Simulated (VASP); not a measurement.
# Al (Fm-3m) in VASP: single point with PBEsol

Aim: the single point of Al with PBEsol.

All numbers are computed with VASP 6.6.1; they aren't measurements. Logs are shortened: lines on timing, memory, paths and dates and some standing lists are left out, and cuts for length are marked.

## 1. The structure

The structure is cubic, space group Fm-3m (No. 225). The conventional cell has a = 4.016 Å, b = 4.016 Å, c = 4.016 Å, α = 90.00°, β = 90.00°, γ = 90.00°. Around Al (site symmetry m-3m) lie 12 Al at 2.84 Å.

## 2. Single point, PBEsol

INCAR

```
PREC = Accurate
ENCUT = 520
EDIFF = 1E-7
ISMEAR = 1
SIGMA = 0.1
LREAL = F
LASPH = T
NELM = 80
ALGO = Normal
ISIF = 2
LWAVE = F
LCHARG = F
GGA = PS
NBANDS = 8
ICORELEVEL = 1
```

KPOINTS

```
regular mesh
0
Gamma
  15 15 23
```

POSCAR

```
Al
1.0
    2.8394891000      0.0000000000      0.0000000000
   -1.4197445500      2.4590697000      0.0000000000
    1.4197445500      0.8196899000      2.3184331400
Al
1
Direct
    0.0000000000      0.0000000000      0.0000000000
```

Potentials or basis: VASP PAW PBE potentials, release 64 (Al).

The run is started by

```
$ cat potpaw_PBE.64/Al/POTCAR > POTCAR
$ mpirun -np 1 vasp_std > vasp.out
```

OUTCAR:

```text
PREC = Accurate
   ENCUT = 520
   EDIFF = 1E-7
   ISMEAR = 1
   LREAL = F
   LASPH = T
   NELM = 80
   ISIF = 2
   GGA = PS

 ion  position               nearest neighbor table
   1  0.000  0.000  0.000-

  LATTYP: Found a face centered cubic cell.
 ALAT       =     4.0156439954

  Lattice vectors:

 A1 = (  -2.8394891000,  -0.0000000000,   0.0000000000)
 A2 = (  -1.4197445500,   0.8196899000,   2.3184331400)
 A3 = (  -1.4197445500,   2.4590697000,   0.0000000000)

Analysis of symmetry for initial positions (statically):
=====================================================================
 Subroutine PRICEL returns:
 Original cell was already a primitive cell.

 Routine SETGRP: Setting up the symmetry group for a
 face centered cubic supercell.

 Subroutine GETGRP returns: Found 48 space group operations
 (whereof 48 operations were pure point group operations)
 out of a pool of 48 trial point group operations.

The static configuration has the point symmetry O_h .

Analysis of symmetry for dynamics (positions and initial velocities):
=====================================================================
 Subroutine PRICEL returns:
 Original cell was already a primitive cell.

 Routine SETGRP: Setting up the symmetry group for a
 face centered cubic supercell.

 Subroutine GETGRP returns: Found 48 space group operations
 (whereof 48 operations were pure point group operations)
 out of a pool of 48 trial point group operations.

The dynamic configuration has the point symmetry O_h .

 Subroutine INISYM returns: Found 48 space group operations
 (whereof 48 operations are pure point group operations),
 and found     1 'primitive' translations

----------------------------------------------------------------------------------------

                                     Primitive cell

  volume of cell :      16.1885

  direct lattice vectors                    reciprocal lattice vectors
     2.839489100  0.000000000  0.000000000     0.352176031  0.203328926 -0.287550525
    -1.419744550  2.459069700  0.000000000     0.000000000  0.406657851 -0.143775263
     1.419744550  0.819689900  2.318433140     0.000000000  0.000000000  0.431325788

  length of vectors
     2.839489100  2.839489105  2.839489099     0.498052119  0.431325786  0.431325788

  position of ions in fractional coordinates (direct lattice)
     0.000000000  0.000000000  0.000000000

  ion indices of the primitive-cell ions
   primitive index   ion index
                 1           1

----------------------------------------------------------------------------------------

 KPOINTS: regular mesh

Automatic generation of k-mesh.
 Grid dimensions read from file:
 generate k-points for:   15   15   23

 Generating k-lattice:

  Cartesian coordinates                     Fractional coordinates (reciprocal lattice)
     0.023478402  0.013555262 -0.019170035     0.066666667  0.000000000 -0.000000000
     0.000000000  0.027110523 -0.009585018     0.000000000  0.066666667 -0.000000000
     0.000000000  0.000000000  0.018753295     0.000000000  0.000000000  0.043478261

  Length of vectors
     0.033203475  0.028755052  0.018753295

  Shift w.r.t. Gamma in fractional coordinates (k-lattice)
     0.000000000  0.000000000  0.000000000

 -----------------------------------------------------------------------------
|                                                                             |
|           W    W    AA    RRRRR   N    N  II  N    N   GGGG   !!!           |
|           W    W   A  A   R    R  NN   N  II  NN   N  G    G  !!!           |
|           W    W  A    A  R    R  N N  N  II  N N  N  G       !!!           |
|           W WW W  AAAAAA  RRRRR   N  N N  II  N  N N  G  GGG   !            |
|           WW  WW  A    A  R   R   N   NN  II  N   NN  G    G                |
|           W    W  A    A  R    R  N    N  II  N    N   GGGG   !!!           |
|                                                                             |
|     Your reciprocal lattice and k-lattice belong to different lattice       |
|     classes:                                                                |
|                                                                             |
|        The reciprocal lattice is body-centered cubic,                       |
|        whereas your k-lattice is base-centered monoclinic.                  |
|                                                                             |
|     Results are often still useful ...                                      |
|                                                                             |
 -----------------------------------------------------------------------------

 WARNING: IBZKPT: internal override: KBLOWUP is changed to .FALSE.
      ... skipping the blow-up phase ...

 Subroutine IBZKPT returns following result:
 ===========================================

 Found   1384 irreducible k-points:

 Following reciprocal coordinates:
            Coordinates               Weight
  0.000000  0.000000  0.000000      1.000000
  0.066667  0.000000 -0.000000      2.000000
  0.133333  0.000000 -0.000000      2.000000
  0.200000  0.000000 -0.000000      2.000000
  0.266667  0.000000 -0.000000      2.000000
  0.333333 -0.000000 -0.000000      2.000000
[... 16 lines left out ...]
  0.400000  0.133333 -0.000000      4.000000
 -0.066667  0.133333  0.000000      2.000000
 [... further k-points ...]
   k-points           NKPTS =   1384   k-points in BZ     NKDIM =   1384   number of bands    NBANDS=      8
   number of dos      NEDOS =    301   number of ions     NIONS =      1
   total plane-waves  NPLWV =  13824
   dimension x,y,z NGX =    24 NGY =   24 NGZ =   24
   dimension x,y,z NGXF=    48 NGYF=   48 NGZF=   48
   ions per type =               1
   NGX,Y,Z   is equivalent  to a cutoff of  14.05, 14.05, 14.05 a.u.
   NGXF,Y,Z  is equivalent  to a cutoff of  28.10, 28.10, 28.10 a.u.
 SYSTEM =  unknown system
   PREC   = accura    normal or accurate (medium, high low for compatibility)
   ISTART =      0    job   : 0-new  1-cont  2-samecut
   ICHARG =      2    charge: 1-file 2-atom 10-const
   ISPIN  =      1    spin polarized calculation?
   LNONCOLLINEAR =      F non collinear calculations
   LSORBIT =      F    spin-orbit coupling
   LASPH  =      T    aspherical Exc in radial PAW
   ENCUT  =  520.0 eV  38.22 Ry    6.18 a.u.   5.28  5.28  5.28*2*pi/ulx,y,z
   NELM   =     80;   NELMIN=  2; NELMDL= -5     # of ELM steps
   EDIFF  = 0.1E-06   stopping-criterion for ELM
   LREAL  =      F    real-space projection
   EDIFFG = 0.1E-05   stopping-criterion for IOM
   NSW    =      0    number of steps for IOM
   IBRION =     -1    ionic relax: 0-MD 1-quasi-New 2-CG
   NFREE  =      0    steps in history (QN), initial steepest desc. (CG)
   ISIF   =      2    stress and relaxation
   ISYM   =      2    0-nonsym 1-usesym 2-fastsym
   POTIM  = 0.5000    time-step for ionic-motion
   TEBEG  =    0.0;   TEEND  =   0.0 temperature during run
   PSTRESS=    0.0 pullay stress
   NELECT =       3.0000    total number of electrons
   NUPDOWN=      -1.0000    fix difference up-down
   EMIN   =  10.00;   EMAX   =-10.00  energy-range for DOS
   EFERMI =   0.00;   METHOD = LEGACY
   ISMEAR =     1;   SIGMA  =   0.10  broadening in eV -4-tet -1-fermi 0-gaus
   EFERMI_NEDOS =   21; number of points for ismear=-14 and -15
   IALGO  =     38    algorithm
   IMIX   =      4    mixing-type and parameters
     AMIX     =   0.40;   BMIX     =  1.00
     AMIX_MAG =   1.60;   BMIX_MAG =  1.00
  volume/ion in A,a.u.               =      16.19       109.25
  Fermi-wavevector in a.u.,A,eV,Ry     =   0.933355  1.763785 11.852728  0.871151
  Thomas-Fermi vector in A             =   2.060048
   LORBIT       =      0    0 simple, 1 ext, 2 COOP (PROOUT), +10 PAW based schemes
   GGA     = PS    functional components
   LHFCALC =     F    Hartree Fock is set to
   AEXX    =    0.0000 exact exchange contribution
   IVDW    =     0    specifies the selected vdW correction
   LEPSILON=     F    determine dielectric tensor
   LRPA    =     F    only Hartree local field effects (RPA)
 non-spin polarized calculation
 Methfessel and Paxton  Order N= 1 SIGMA  =   0.10
  energy-cutoff  :      520.00
  volume of cell :       16.19
 maximum number of plane-waves:       449
 NGX is ok and might be reduce to    24
   NGX = 11   NGY = 11   NGZ = 11

 number of electron       3.0000000 magnetization

 Free energy of the ion-electron system (eV)
  ---------------------------------------------------
  ext. energy  EPLUGINS =         0.00000000
  ---------------------------------------------------
  free energy    TOTEN  =        -4.09173227 eV

  energy without entropy =       -4.09174391  energy(sigma->0) =       -4.09173615

 the core state eigenenergies are
   1-  1s  -1497.9529  2s    -95.2047  2p    -56.6634

 E-fermi :   8.2112     XC(G=0): -10.3266

 val. band max:        8.2095704759   @ k =  -0.2667   0.3333   0.3043
 cond. band min:       8.2139165040   @ k =  -0.4000   0.4000   0.3478
 fundamental gap:      0.0043460281
 Fermi energy:         8.2111758901

 k-point     1 :       0.0000    0.0000    0.0000
  band No.  band energies     occupation
      1      -3.1125      2.00000
      2      20.8502      0.00000
      3      20.8502      0.00000
      4      20.8502      0.00000
      5      22.4868      0.00000
      6      22.4868      0.00000
      7      22.4868      0.00000
      8      24.7728      0.00000

 k-point     2 :       0.0667    0.0000   -0.0000
  band No.  band energies     occupation
      1      -2.9494      2.00000
      2      19.5764      0.00000
      3      19.5764      0.00000
      4      19.8230      0.00000
      5      22.1041      0.00000
      6      23.9999      0.00000
      7      23.9999      0.00000
      8      25.8565      0.00000

 k-point     3 :       0.1333    0.0000   -0.0000
  band No.  band energies     occupation
      1      -2.4614      2.00000
      2      17.9821      0.00000
      3      17.9821      0.00000
      4      18.1553      0.00000
      5      21.1944      0.00000
      6      22.4767      0.00000
      7      26.2793      0.00000
      8      26.2793      0.00000

 k-point     4 :       0.2000    0.0000   -0.0000
  band No.  band energies     occupation
      1      -1.6518      2.00000
      2      16.6144      0.00000
      3      16.6144      0.00000
      4      16.6257      0.00000
      5      18.9967      0.00000
      6      20.1264      0.00000
      7      28.6609      0.00000
      8      28.6609      0.00000

 k-point     5 :       0.2667    0.0000   -0.0000
  band No.  band energies     occupation
      1      -0.5267      2.00000
      2      15.3660      0.00000
      3      15.5131      0.00000
      4      15.5131      0.00000
      5      15.6708      0.00000
      6      19.1209      0.00000
      7      30.0677      0.00000
      8      30.8870      0.00000

 k-point     6 :       0.3333   -0.0000   -0.0000
  band No.  band energies     occupation
      1       0.9050      2.00000
      2      12.5681      0.00000
      3      14.4096      0.00000
      4      14.6863      0.00000
      5      14.6863      0.00000
      6      18.2970      0.00000
      7      31.2930      0.00000
      8      32.7554      0.00000

 k-point     7 :       0.4000    0.0000   -0.0000
  band No.  band energies     occupation
      1       2.6257      2.00000
      2       9.7272     -0.00000
      3      13.7682      0.00000
      4      14.1354      0.00000
      5      14.1354      0.00000
      6      17.7189      0.00000
      7      32.6011      0.00000
      8      34.2308      0.00000
[... 166 lines left out ...]
 k-point    23 :       0.4000    0.1333   -0.0000
  band No.  band energies     occupation
      1       4.8539      2.00000
      2       7.5412      2.00000
      3      10.0541     -0.00000
      4      14.1377      0.00000
      5      15.5120      0.00000
      6      19.9735      0.00000
      7      31.8830      0.00000
      8      33.7034      0.00000

 k-point    24 :      -0.0667    0.1333    0.0000
  band No.  band energies     occupation
      1      -2.7866      2.00000
      2      17.7589      0.00000
      3      18.5811      0.00000
      4      21.1672      0.00000
      5      22.6897      0.00000
      6      23.5432      0.00000
      7      24.2437      0.00000
      8      25.5602      0.00000

 k-point    25 :       0.0000    0.2000   -0.0000
  band No.  band energies     occupation
      1      -2.0156      2.00000
      2      13.5343      0.00000
      3      19.4055      0.00000
      4      19.4055      0.00000
      5      22.8052      0.00000
      6      23.9702      0.00000
      7      23.9702      0.00000
      8      26.0470      0.00000

 k-point    26 :       0.0667    0.2000   -0.0000
  band No.  band energies     occupation
      1      -1.3696      2.00000
      2      11.9182      0.00000
      3      17.9046      0.00000
      4      19.3584      0.00000
      5      21.2022      0.00000
      6      24.0026      0.00000
      7      24.5919      0.00000
      8      25.2206      0.00000

 k-point    27 :       0.1333    0.2000   -0.0000
  band No.  band energies     occupation
      1      -0.4064      2.00000
      2      10.5733      0.00000

------------------------ aborting loop because EDIFF is reached ----------------------------------------

  FORCE on cell =-STRESS in cart. coord.  units (eV):
  Direction    XX          YY          ZZ          XY          YZ          ZX
  --------------------------------------------------------------------------------------
  -------------------------------------------------------------------------------------
  Total        0.0025512      0.0025512      0.0025512     -0.0000000      0.0000000      0.0000000
  in kB        0.2524898      0.2524898      0.2524898     -0.0000000      0.0000000      0.0000000
  external PRESSURE =       0.2524898 kB  Pullay stress =       0.0000000 kB

 VOLUME and BASIS-vectors are now :
 -----------------------------------------------------------------------------
  energy-cutoff  :      520.00
  volume of cell :       16.19
      direct lattice vectors                 reciprocal lattice vectors
     2.839489100  0.000000000  0.000000000     0.352176031  0.203328926 -0.287550525
    -1.419744550  2.459069700  0.000000000     0.000000000  0.406657851 -0.143775263
     1.419744550  0.819689900  2.318433140     0.000000000  0.000000000  0.431325788

 POSITION                                       TOTAL-FORCE (eV/Angst)
 -----------------------------------------------------------------------------------
      0.00000      0.00000      0.00000         0.000000      0.000000      0.000000
 -----------------------------------------------------------------------------------
    total drift:                                0.000000     -0.000000      0.000000

  FREE ENERGIE OF THE ION-ELECTRON SYSTEM (eV)
  ---------------------------------------------------
  free  energy   TOTEN  =        -4.0917322670 eV

  energy  without entropy=       -4.0917439147  energy(sigma->0) =       -4.09173615
```

Run time: 5 min. Hardware: 1 thread of AMD EPYC 7R43 (Zen 3), shared host; peak memory 0.22 GiB.

What came out:

| Quantity | Value |
| --- | --- |
| Free energy | -4.0917 eV |
| Pressure | 0.0 GPa |
| Band gap on the k mesh | none (metal or under the smearing width) |

Core levels (eV, on the scale of the bands):
```tsv
atom	levels
1 Al	1s -1498.0, 2s -95.2, 2p -56.7
```

Caveat: the PAW data sets were made with another functional, which shifts forces and pressure a little.
